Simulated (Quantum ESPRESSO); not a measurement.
# Hf (P1) in Quantum ESPRESSO: reference runs

Aim: a first look at Hf with PBE, on the cell as given.

Everything below comes from runs of Quantum ESPRESSO 7.5. Logs are shortened: lines on timing, memory, paths and dates and some standing lists are left out, and cuts for length are marked.

## 1. The crystal as given

The typed cell holds 4 atoms: a = 3.228 Å, b = 5.463 Å, c = 5.955 Å, α = 117.37°, β = 104.92°, γ = 90.54°.

## 2. Single point, PBE

Input file pw.in:

```
&CONTROL
  calculation = 'scf'
  prefix = 'pwscf'
  outdir = './tmp'
  pseudo_dir = './pseudo'
  tprnfor = .true.
  tstress = .true.
  disk_io = 'nowf'
/
&SYSTEM
  ibrav = 0
  nat = 4
  ntyp = 1
  ecutwfc = 60
  nbnd = 33
  occupations = 'smearing'
  smearing = 'fd'
  degauss = 0.00367493
/
&ELECTRONS
  conv_thr = 8d-10
  electron_maxstep = 120
  mixing_beta = 0.5
/
ATOMIC_SPECIES
Hf   178.4900 Hf-sp.oncvpsp.upf
CELL_PARAMETERS angstrom
  -3.2278581600   -0.0150754400   -0.0172911400
   0.0261114200    5.4631840400    0.0116604100
   1.5735154100   -2.7347058600   -5.0507992600
ATOMIC_POSITIONS crystal
Hf     0.8739040700    0.2169100900    0.7526806700
Hf     0.3659528200    0.7016308700    0.7522779200
Hf     0.1297286500    0.7895038500    0.2467963700
Hf     0.6304144500    0.2919551900    0.2482450500
K_POINTS automatic
9 6 5 0 0 0
```

Potentials or basis: SSSP 1.3 efficiency PBE.

On the command line:

```bash
OMP_NUM_THREADS=1 pw.x -in pw.in > pw.out
```

pw.out:

```text
This program is part of the open-source Quantum ESPRESSO suite
     for quantum simulation of materials; please cite
[... 6 lines left out ...]
     --------------------
     sticks:   dense  smooth     PW     G-vecs:    dense   smooth      PW
     Sum        1205    1205    361                37739    37739    6157

     Using Slab Decomposition

     bravais-lattice index     =            0
     lattice parameter (alat)  =       6.0999  a.u.
     unit-cell volume          =     601.3604 (a.u.)^3
     number of atoms/cell      =            4
     number of atomic types    =            1
     number of electrons       =        48.00
     number of Kohn-Sham states=           33
     kinetic-energy cutoff     =      60.0000  Ry
     charge density cutoff     =     240.0000  Ry
     scf convergence threshold =      8.0E-10
     mixing beta               =       0.5000
     number of iterations used =            8  plain     mixing
     Exchange-correlation= PBE
                           (   1   4   3   4   0   0   0)

     celldm(1)=   6.099922  celldm(2)=   0.000000  celldm(3)=   0.000000
     celldm(4)=   0.000000  celldm(5)=   0.000000  celldm(6)=   0.000000

     crystal axes: (cart. coord. in units of alat)
               a(1) = (  -0.999975  -0.004670  -0.005357 )
               a(2) = (   0.008089   1.692468   0.003612 )
               a(3) = (   0.487467  -0.847199  -1.564713 )

     reciprocal axes: (cart. coord. in units 2 pi/alat)
               b(1) = ( -0.998369  0.005442 -0.313976 )
               b(2) = ( -0.001045  0.591542 -0.320611 )
               b(3) = (  0.003415  0.001347 -0.638760 )

     PseudoPot. # 1 for Hf read from file:
     Hf-sp.oncvpsp.upf
     Pseudo is Norm-conserving + core correction, Zval = 12.0
     Generated using ONCVPSP code by D. R. Hamann
     Using radial grid of 1656 points,  8 beta functions with:
                l(1) =   0
                l(2) =   0
                l(3) =   1
                l(4) =   1
                l(5) =   2
                l(6) =   2
                l(7) =   3
                l(8) =   3

     atomic species   valence    mass     pseudopotential
     Hf               12.00   178.49000     Hf( 1.00)

     No symmetry found

   Cartesian axes

     site n.     atom                  positions (alat units)
         1        Hf     tau(   1) = (  -0.5052201  -0.2746380  -1.1816269  )
         2        Hf     tau(   2) = (   0.0064430   0.5484498  -1.1765248  )
         3        Hf     tau(   3) = (  -0.0030337   1.1265185  -0.3840085  )
         4        Hf     tau(   4) = (  -0.5070255   0.2808677  -0.3907546  )

     number of k points=   136  Fermi-Dirac smearing, width (Ry)=  0.0037

     Number of k-points >= 100: set verbosity='high' to print them.

     Dense  grid:    37739 G-vectors     FFT dimensions: (  32,  54,  60)

     Initial potential from superposition of free atoms

     starting charge      47.9926, renormalised to      48.0000
     Starting wfcs are   40 randomized atomic wfcs

     Self-consistent Calculation

     iteration #  1     ecut=    60.00 Ry     beta= 0.50
     Davidson diagonalization with overlap
     ethr =  1.00E-02,  avg # of iterations =  2.5

     Threshold (ethr) on eigenvalues was too large:
     Diagonalizing with lowered threshold

     Davidson diagonalization with overlap
     ethr =  1.31E-04,  avg # of iterations =  4.6

     total energy              =    -451.31386086 Ry
     estimated scf accuracy    <       0.08374779 Ry

     iteration #  2     ecut=    60.00 Ry     beta= 0.50
     Davidson diagonalization with overlap
     ethr =  1.74E-04,  avg # of iterations =  2.0

     total energy              =    -451.31654998 Ry
     estimated scf accuracy    <       0.01244941 Ry

     iteration #  3     ecut=    60.00 Ry     beta= 0.50
     Davidson diagonalization with overlap
     c_bands:  1 eigenvalues not converged
     ethr =  2.59E-05,  avg # of iterations =  2.7

     total energy              =    -451.31696387 Ry
     estimated scf accuracy    <       0.00965109 Ry

     iteration #  4     ecut=    60.00 Ry     beta= 0.50
     Davidson diagonalization with overlap
     ethr =  2.01E-05,  avg # of iterations =  2.2

     total energy              =    -451.31849035 Ry
     estimated scf accuracy    <       0.00261334 Ry

     iteration #  5     ecut=    60.00 Ry     beta= 0.50
     Davidson diagonalization with overlap
     c_bands:  1 eigenvalues not converged
     c_bands:  1 eigenvalues not converged
     c_bands:  1 eigenvalues not converged
     c_bands:  1 eigenvalues not converged
     c_bands:  1 eigenvalues not converged
     ethr =  5.44E-06,  avg # of iterations =  4.6

     total energy              =    -451.31881689 Ry
     estimated scf accuracy    <       0.00034742 Ry

     iteration #  6     ecut=    60.00 Ry     beta= 0.50
     Davidson diagonalization with overlap
     c_bands:  1 eigenvalues not converged
     ethr =  7.24E-07,  avg # of iterations =  4.9

     total energy              =    -451.31886746 Ry
     estimated scf accuracy    <       0.00031687 Ry

     iteration #  7     ecut=    60.00 Ry     beta= 0.50
     Davidson diagonalization with overlap
     ethr =  6.60E-07,  avg # of iterations =  1.1

     total energy              =    -451.31890702 Ry
     estimated scf accuracy    <       0.00000688 Ry

     iteration #  8     ecut=    60.00 Ry     beta= 0.50
     Davidson diagonalization with overlap
     ethr =  1.43E-08,  avg # of iterations =  5.3

     total energy              =    -451.31890939 Ry
     estimated scf accuracy    <       0.00000181 Ry

     iteration #  9     ecut=    60.00 Ry     beta= 0.50
     Davidson diagonalization with overlap
     ethr =  3.77E-09,  avg # of iterations =  2.0

     total energy              =    -451.31890978 Ry
     estimated scf accuracy    <       0.00000097 Ry

     iteration # 10     ecut=    60.00 Ry     beta= 0.50
     Davidson diagonalization with overlap
     ethr =  2.03E-09,  avg # of iterations =  2.0

     total energy              =    -451.31890980 Ry
     estimated scf accuracy    <       0.00000029 Ry

     iteration # 11     ecut=    60.00 Ry     beta= 0.50
     Davidson diagonalization with overlap
     ethr =  5.96E-10,  avg # of iterations =  2.0

     total energy              =    -451.31890984 Ry
     estimated scf accuracy    <          5.3E-09 Ry

     iteration # 12     ecut=    60.00 Ry     beta= 0.50
     Davidson diagonalization with overlap
     ethr =  1.10E-11,  avg # of iterations =  4.2

     End of self-consistent calculation

     Number of k-points >= 100: set verbosity='high' to print the bands.

     the Fermi energy is    14.7026 ev

!    total energy              =    -451.31890984 Ry
     estimated scf accuracy    <          7.8E-10 Ry
     smearing contrib. (-TS)   =      -0.00186492 Ry
     internal energy E=F+TS    =    -451.31704493 Ry

     The total energy is F=E-TS. E is the sum of the following terms:
     one-electron contribution =     -81.22143969 Ry
     hartree contribution      =      56.62511550 Ry
     xc contribution           =    -114.05310633 Ry
     ewald contribution        =    -312.66761440 Ry

     convergence has been achieved in  12 iterations

     Forces acting on atoms (cartesian axes, Ry/au):

     atom    1 type  1   force =    -0.00044840   -0.02225968    0.00487150
     atom    2 type  1   force =    -0.00754632    0.01712931    0.00217325
     atom    3 type  1   force =     0.00413075    0.00539889   -0.01220885
     atom    4 type  1   force =     0.00386398   -0.00026853    0.00516410

     Total force =     0.033338     Total SCF correction =     0.000097

     Computing stress (Cartesian axis) and pressure

          total   stress  (Ry/bohr**3)                   (kbar)     P=       13.88
  -0.00000461  -0.00007927  -0.00003794           -0.68      -11.66       -5.58
  -0.00007927   0.00020006  -0.00001300          -11.66       29.43       -1.91
  -0.00003794  -0.00001300   0.00008770           -5.58       -1.91       12.90

=------------------------------------------------------------------------------=
   JOB DONE.
=------------------------------------------------------------------------------=
```

Run time: 5.9 min. Hardware: 1 thread of Intel Xeon Platinum 8488C (Sapphire Rapids), shared host; peak memory 0.4 GiB.

What came out:

```yaml
Free_energy: -6140.5066 eV
Pressure: 1.4 GPa
Largest_force: 0.586 eV/Å
Band_gap_on_the_k_mesh: none (metal or under the smearing width)
```

Forces on the atoms (eV/Å):
```
Hf  -0.012 -0.572  0.125
Hf  -0.194  0.440  0.056
Hf   0.106  0.139 -0.314
Hf   0.099 -0.007  0.133
```

Levels at points of the mesh, in eV from the Fermi level:
```
            k point  band 22  band 23  band 24  band 25  band 26  band 27
 (0.00, 0.00, 0.00)    -0.97     0.62     0.95     1.24     1.26     1.42
(0.00, -0.50, 0.00)    -1.28    -0.43    -0.19     0.48     0.72     1.18
```

The run has no spin-orbit coupling, so splittings on Hf are missing.
